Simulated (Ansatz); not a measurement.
**Se: response to strain**

Se is deformed so: zz strain of -3 %. What stress and forces result, by LAPW, PAW and all-electron datasets made for the crystal?

Computed with Ansatz 0.2.0 (DFT PBEsol, scalar-relativistic, unless a step's input says otherwise).

## 1. The starting structure

It takes space group R-3 (No. 148, trigonal). Conventional cell: a = 11.362 Å, b = 11.362 Å, c = 4.429 Å, α = 90.00°, β = 90.00°, γ = 120.00°. Around Se (site symmetry 1) lie 2 Se at 2.36 Å.

Coordinates:

```xyz
6
Lattice="5.6810 3.2799 1.4763 -5.6810 3.2799 1.4763 0.0000 -6.5599 1.4763" Properties=species:S:1:pos:R:3 pbc="T T T"
Se    0.6712   -4.5696    2.0098
Se    3.6218    2.8661    2.0098
Se   -4.2930    1.7035    2.0098
Se   -0.6712    4.5696    2.4192
Se   -3.6218   -2.8661    2.4192
Se    4.2930   -1.7035    2.4192
```

Atoms are numbered in the order of the input: Se1, Se2, Se3, Se4, Se5, Se6.

## 2. After the deformation

Space group R-3 before, R-3 after.

## 3. LAPW, all electrons

input.yaml

```yaml
crystal:
  lattice:
    - [5.6809998619, 3.2799267995, 1.4320401]
    - [-5.6809998619, 3.2799267995, 1.4320401]
    - [0.0, -6.5598535991, 1.4320401]
  atoms:
    - { symbol: Se, position: [0.28066, 0.16251, 0.91818] }
    - { symbol: Se, position: [0.91818, 0.28066, 0.16251] }
    - { symbol: Se, position: [0.16251, 0.91818, 0.28066] }
    - { symbol: Se, position: [0.71934, 0.83749, 0.08182] }
    - { symbol: Se, position: [0.08182, 0.71934, 0.83749] }
    - { symbol: Se, position: [0.83749, 0.08182, 0.71934] }
kpoints:
  mp_grid: { grid: [6, 6, 6] }
  band_path:
    path:
      - [0.0, 0.0, 0.0]
      - [0.5, 0.0, 0.0]
      - [0.5, -0.5, 0.5]
      - [0.1984376609, -0.8015623391, 0.1984376609]
      - [0.1984376609, 0.1984376609, 0.1984376609]
      - [0.0, 0.0, 0.0]
      - [0.5, -0.5, 0.0]
    npoints: 5
scf:
  occupations: { method: fermi_dirac, width: 0.01 }
hamiltonian:
  xc: pbesol
  pseudopotentials: { kind: all_electron, lapw: { basis_error: 0.001 } }
output:
  forces: true
  stress: true
  eigenvalues: true
```

The run is started by

```console
$ ansatz run input.yaml --threads 2 --pin off --max-ram 8192MiB --backend cpu --events-out ev --progress --plain --runs-dir out
```

## 4. PAW on the default files

Changes to input.yaml since step 3:

```diff
@@ -14,12 +14,2 @@
   mp_grid: { grid: [6, 6, 6] }
-  band_path:
-    path:
-      - [0.0, 0.0, 0.0]
-      - [0.5, 0.0, 0.0]
-      - [0.5, -0.5, 0.5]
-      - [0.1984376609, -0.8015623391, 0.1984376609]
-      - [0.1984376609, 0.1984376609, 0.1984376609]
-      - [0.0, 0.0, 0.0]
-      - [0.5, -0.5, 0.0]
-    npoints: 5
 scf:
@@ -28,3 +18,3 @@
   xc: pbesol
-  pseudopotentials: { kind: all_electron, lapw: { basis_error: 0.001 } }
+  pseudopotentials: { kind: paw }
 output:
@@ -33 +23,2 @@
   eigenvalues: true
+  efg: { contact_densities: true }
```

## 5. Datasets made for this crystal

Changes to input.yaml since step 4:

```diff
@@ -18,3 +18,3 @@
   xc: pbesol
-  pseudopotentials: { kind: paw }
+  pseudopotentials: { kind: all_electron, datasets: crystal }
 output:
```

(Steps that only read results are left out.)

Before running it: what results should come out? Wanted: pressure; largest shear or deviatoric stress.

As calculated:

| quantity | value |
| --- | --- |
| pressure | LAPW 1.15, PAW 1.16, crystal datasets 1.15 GPa |
| largest shear or deviatoric stress (LAPW) | 0.13 GPa |

What this shows: The largest part of the stress beyond the pressure is 0.13 GPa in size, in the zz component; the atoms are carried along and not relaxed. No run of the undeformed cell stands beside it, so the pressure holds what the given cell had before the change. PAW: stress within 0.01 GPa of LAPW, forces within 4 meV/Å. Crystal datasets: stress within 0.01 GPa of LAPW, forces within 1 meV/Å.
